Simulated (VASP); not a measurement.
# C (P6_3/mmc) in VASP: notebook, part 2 of 2

VASP 6.6.1.

## 4. Relaxation of cell and atoms, PBE+D3

The COD entry that gives the cell may itself be a prediction, so a difference from it is no test against experiment.

INCAR

```
SYSTEM = C
PREC     = Accurate       ! precision mode
ENCUT    = 600            ! plane-wave cutoff, eV
EDIFF    = 1E-7           ! SCF threshold, eV
ISMEAR   = -1             ! smearing method
SIGMA    = 0.05           ! smearing width, eV
LREAL    = .False.        ! projectors in reciprocal space
LASPH    = .True.         ! aspherical terms in the spheres
NELM     = 60             ! most SCF steps
ALGO     = Normal         ! electronic algorithm
ISIF     = 3              ! what is computed and relaxed
LWAVE    = .False.        ! write WAVECAR
LCHARG   = .False.        ! write CHGCAR
GGA      = PE             ! functional
IVDW     = 11             ! dispersion correction
IBRION   = 2              ! ionic algorithm
NSW      = 40             ! ionic steps
EDIFFG   = -0.01          ! ionic threshold
```

KPOINTS

```
regular mesh
0
Gamma
  12 12 4
  0 0 0
```

POSCAR

```
C
1.0
    2.5221000000      0.0000000000      0.0000000000
   -1.2610500000      2.1842026709      0.0000000000
    0.0000000000      0.0000000000      8.2371000000
C
8
Direct
    0.6666666667      0.3333333333      0.8437500000
    0.3333333333      0.6666666667      0.3437500000
    0.6666666667      0.3333333333      0.6562500000
    0.3333333333      0.6666666667      0.1562500000
    0.0000000000      0.0000000000      0.9062500000
    0.0000000000      0.0000000000      0.4062500000
    0.0000000000      0.0000000000      0.5937500000
    0.0000000000      0.0000000000      0.0937500000
```

Potentials or basis: VASP PAW PBE potentials, release 64 (C).

On the command line:

```bash
> cat potpaw_PBE.64/C/POTCAR > POTCAR
> mpirun -np 1 vasp_std > vasp.out
```

OUTCAR:

```text
SYSTEM = C
   PREC = Accurate
   ENCUT = 600
   EDIFF = 1E-7
   ISMEAR = -1
   LREAL = .False.
   LASPH = .True.
   NELM = 60
   ISIF = 3
   GGA = PE
   IVDW = 11
   IBRION = 2
   NSW = 40
   EDIFFG = -0.01
 IVDW          = 11

 ion  position               nearest neighbor table
   1  0.667  0.333  0.844-   3 1.54   5 1.54   5 1.54   5 1.54
   2  0.333  0.667  0.344-   4 1.54   6 1.54   6 1.54   6 1.54
   3  0.667  0.333  0.656-   1 1.54   7 1.54   7 1.54   7 1.54
   4  0.333  0.667  0.156-   2 1.54   8 1.54   8 1.54   8 1.54
   5  0.000  0.000  0.906-   8 1.54   1 1.54   1 1.54   1 1.54
   6  0.000  0.000  0.406-   7 1.54   2 1.54   2 1.54   2 1.54
   7  0.000  0.000  0.594-   6 1.54   3 1.54   3 1.54   3 1.54
   8  0.000  0.000  0.094-   5 1.54   4 1.54   4 1.54   4 1.54

  LATTYP: Found a hexagonal cell.
 ALAT       =     2.5221000000
 C/A-ratio  =     3.2659688355

  Lattice vectors:

 A1 = (   2.5221000000,   0.0000000000,   0.0000000000)
 A2 = (  -1.2610500000,   2.1842026709,   0.0000000000)
 A3 = (   0.0000000000,   0.0000000000,   8.2371000000)

Analysis of symmetry for initial positions (statically):
=====================================================================
 Subroutine PRICEL returns:
 Original cell was already a primitive cell.

 Routine SETGRP: Setting up the symmetry group for a
 hexagonal supercell.

 Subroutine GETGRP returns: Found 24 space group operations
 (whereof 12 operations were pure point group operations)
 out of a pool of 24 trial point group operations.

The static configuration has the point symmetry D_3d.
 The point group associated with its full space group is D_6h.

Analysis of symmetry for dynamics (positions and initial velocities):
=====================================================================
 Subroutine PRICEL returns:
 Original cell was already a primitive cell.

 Routine SETGRP: Setting up the symmetry group for a
 hexagonal supercell.

 Subroutine GETGRP returns: Found 24 space group operations
 (whereof 12 operations were pure point group operations)
 out of a pool of 24 trial point group operations.

[... 116 lines left out ...]
   NSW    =     40    number of steps for IOM
   IBRION =      2    ionic relax: 0-MD 1-quasi-New 2-CG
   NFREE  =      1    steps in history (QN), initial steepest desc. (CG)
   ISIF   =      3    stress and relaxation
   ISYM   =      2    0-nonsym 1-usesym 2-fastsym
   POTIM  = 0.5000    time-step for ionic-motion
   TEBEG  =    0.0;   TEEND  =   0.0 temperature during run
   PSTRESS=    0.0 pullay stress
   NELECT =      32.0000    total number of electrons
   NUPDOWN=      -1.0000    fix difference up-down
   EMIN   =  10.00;   EMAX   =-10.00  energy-range for DOS
   EFERMI =   0.00;   METHOD = LEGACY
   ISMEAR =    -1;   SIGMA  =   0.05  broadening in eV -4-tet -1-fermi 0-gaus
   EFERMI_NEDOS =   21; number of points for ismear=-14 and -15
   IALGO  =     38    algorithm
   IMIX   =      4    mixing-type and parameters
     AMIX     =   0.40;   BMIX     =  1.00
     AMIX_MAG =   1.60;   BMIX_MAG =  1.00
  volume/ion in A,a.u.               =       5.67        38.28
  Fermi-wavevector in a.u.,A,eV,Ry     =   1.457186  2.753682 28.890486  2.123391
  Thomas-Fermi vector in A             =   2.574017
   LORBIT       =      0    0 simple, 1 ext, 2 COOP (PROOUT), +10 PAW based schemes
   GGA     = PE    functional components
   LHFCALC =     F    Hartree Fock is set to
   AEXX    =    0.0000 exact exchange contribution
   IVDW    =    11    specifies the selected vdW correction
   LEPSILON=     F    determine dielectric tensor
   LRPA    =     F    only Hartree local field effects (RPA)
 conjugate gradient relaxation of ions
 non-spin polarized calculation
  energy-cutoff  :      600.00
  volume of cell :       45.38
 maximum number of plane-waves:      1534
   NGX = 11   NGY = 11   NGZ = 33

--------------------------------------- Ionic step        1  -------------------------------------------

 number of electron      31.9999998 magnetization

 Free energy of the ion-electron system (eV)
  ---------------------------------------------------
  ext. energy  EPLUGINS =         0.00000000
  ---------------------------------------------------
  free energy    TOTEN  =       -72.66724755 eV

  energy without entropy =      -72.66724755  energy(sigma->0) =      -72.66724755

------------------------ aborting loop because EDIFF is reached ----------------------------------------

 Edisp (eV)   -0.86770

 E8    (eV) :    -0.3345
[... 221 lines left out ...]
--------------------------------------- Ionic step        6  -------------------------------------------

 number of electron      31.9999998 magnetization

 Free energy of the ion-electron system (eV)
  ---------------------------------------------------
  ext. energy  EPLUGINS =         0.00000000
  ---------------------------------------------------
  free energy    TOTEN  =       -72.68487651 eV

  energy without entropy =      -72.68487651  energy(sigma->0) =      -72.68487651

 E-fermi :  10.8592     XC(G=0): -13.2586

 val. band max:        9.8887984940   @ k =   0.0000   0.0000   0.0000
 cond. band min:      14.4349076282   @ k =   0.4167   0.0000   0.0000
 fundamental gap:      4.5461091342
 Fermi energy:        10.8592192139

 k-point     1 :       0.0000    0.0000    0.0000
  band No.  band energies     occupation
      1     -11.7601      2.00000
      2     -10.1123      2.00000
      3     -10.0141      2.00000
      4      -6.0750      2.00000
      5      -3.6509      2.00000
      6       3.0344      2.00000
[... 565 lines left out ...]
     20      17.3840      0.00000
     21      17.9585      0.00000

 [... further k-points ...]

------------------------ aborting loop because EDIFF is reached ----------------------------------------

 Edisp (eV)   -0.86891

 E8    (eV) :    -0.3344
[... 31 lines left out ...]
  FREE ENERGIE OF THE ION-ELECTRON SYSTEM (eV)
  ---------------------------------------------------
  free  energy   TOTEN  =       -73.5537913773 eV

  energy  without entropy=      -73.5537913773  energy(sigma->0) =      -73.55379138

 reached required accuracy - stopping structural energy minimisation
```

OSZICAR:

```text
N       E                     dE             d eps       ncg     rms          rms(c)
DAV:   1     0.983933087260E+02    0.98393E+02   -0.18744E+04  2394   0.166E+03
DAV:   2    -0.696007234678E+02   -0.16799E+03   -0.15723E+03  3324   0.275E+02
DAV:   3    -0.751430150132E+02   -0.55423E+01   -0.55029E+01  2980   0.494E+01
DAV:   4    -0.752211292255E+02   -0.78114E-01   -0.77880E-01  3039   0.616E+00
[... 45 lines left out ...]
DAV:   1    -0.726849007535E+02   -0.39324E-03   -0.10815E-02  2504   0.785E-01    0.363E-02
DAV:   2    -0.726848896715E+02    0.11082E-04   -0.24071E-04  2952   0.119E-01    0.222E-02
DAV:   3    -0.726848770685E+02    0.12603E-04   -0.32073E-05  2986   0.445E-02    0.582E-03
DAV:   4    -0.726848765889E+02    0.47962E-06   -0.67585E-06  2935   0.180E-02    0.293E-03
DAV:   5    -0.726848765120E+02    0.76904E-07   -0.49364E-07  2898   0.509E-03
   6 F= -.73553791E+02 E0= -.73553791E+02  d E =-.181197E-03
```

It took 2.5 min on 1 thread of Intel Xeon Platinum 8375C at 2.90GHz (Ice Lake), shared host; peak memory 0.22 GiB.

Results:

| Property | Result |
| --- | --- |
| Free energy | -73.5538 eV |
| Relaxed volume | 5.66 Å³/atom |
| Relaxed cell | a = 2.512 Å, b = 2.512 Å, c = 8.284 Å, α = 90.00°, β = 90.00°, γ = 120.00° |
| Space group after relaxing (to 0.05 Å) | P6_3/mmc (No. 194) |
| Energy gained by relaxing | 2.4 meV/atom |
| Ionic steps | 6 |
| Pressure after relaxing | 0.0 GPa |
| Largest force after relaxing | 0.008 eV/Å |
| Band gap on the k mesh | 4.55 eV, indirect (least direct gap 5.30 eV) |
| Dispersion energy per atom | -0.109 eV |

Forces in eV/Å, atoms in the order of the input:
```
C    0.000  0.000  0.008
C    0.000  0.000  0.008
C    0.000  0.000 -0.008
C    0.000  0.000 -0.008
C    0.000  0.000 -0.003
C    0.000  0.000 -0.003
C    0.000  0.000  0.003
C    0.000  0.000  0.003
```

Stress tensor (GPa, compression positive):
```
-0.07  0.00  0.00
 0.00 -0.07  0.00
 0.00  0.00  0.10
```

The path:
| step | energy change (eV) | largest force (eV/Å) | pressure (GPa) | volume (Å³) |
| --- | --- | --- | --- | --- |
| 1 | 0.0000 | 0.3196 | -0.77 | 45.38 |
| 2 | 0.0129 | 0.4512 | 1.19 | 45.19 |
| 3 | -0.0187 | 0.0488 | -0.11 | 45.30 |
| 4 | -0.0187 | 0.0420 | -0.12 | 45.30 |
| 5 | -0.0187 | 0.0539 | 0.09 | 45.28 |
| 6 | -0.0188 | 0.0077 | -0.01 | 45.29 |

Final structure:
```xyz
8
Lattice="2.5124 0.0000 0.0000 -1.2562 2.1758 0.0000 0.0000 0.0000 8.2843" Properties=species:S:1:pos:R:3 pbc="T T T"
C     1.2562    0.7253    6.9955
C     0.0000    1.4506    2.8534
C     1.2562    0.7253    5.4309
C     0.0000    1.4506    1.2888
C     0.0000    0.0000    7.5140
C     0.0000    0.0000    3.3718
C     0.0000    0.0000    4.9125
C     0.0000    0.0000    0.7703
```

Levels at points of the mesh, in eV from the valence-band top:
| k point | band 12 | band 13 | band 14 | band 15 | band 16 | band 17 | band 18 | band 19 | band 20 | band 21 |
| --- | --- | --- | --- | --- | --- | --- | --- | --- | --- | --- |
| (0.00, 0.00, 0.00) | -1.73 | -1.73 | -0.23 | 0.00 | 0.00 | 5.30 | 5.30 | 5.49 | 7.12 | 7.12 |
| (0.50, 0.00, 0.00) | -5.03 | -4.94 | -4.68 | -3.69 | -2.97 | 4.61 | 5.59 | 5.99 | 6.04 | 6.69 |
| (0.00, 0.00, 0.50) | -2.63 | -0.65 | -0.65 | -0.65 | -0.65 | 6.07 | 6.07 | 6.07 | 6.07 | 6.71 |
| (0.50, 0.00, 0.50) | -6.01 | -4.74 | -4.74 | -3.67 | -3.67 | 4.95 | 4.95 | 7.00 | 7.00 | 7.58 |

A k mesh can miss the band edges. As with any semilocal functional, this PBE gap is likely too small.

## 5. Summary

```csv
task,level,cell,cutoff (eV),smearing,gap on the mesh (eV),pressure (GPa),relaxed volume (Å³/atom),largest force (eV/Å)
relaxation of cell and atoms,RPBE,relaxed,600,fermi-dirac 0.05 eV,4.50,0.0,5.78,-
single point,PBE,as given,520,gaussian 0.014 eV,4.41,2.9,-,0.33
relaxation of cell and atoms,PBE+D3,relaxed,600,fermi-dirac 0.05 eV,4.55,0.0,5.66,0.01
```

Alike in all rows: potentials or basis VASP PAW PBE potentials, release 64 (C); no spin polarisation; k mesh 12 × 12 × 4.

Caveats: the PAW data sets were made with another functional, which shifts forces and pressure a little (some runs).

Absolute energies hang on the potentials; compare differences alone.
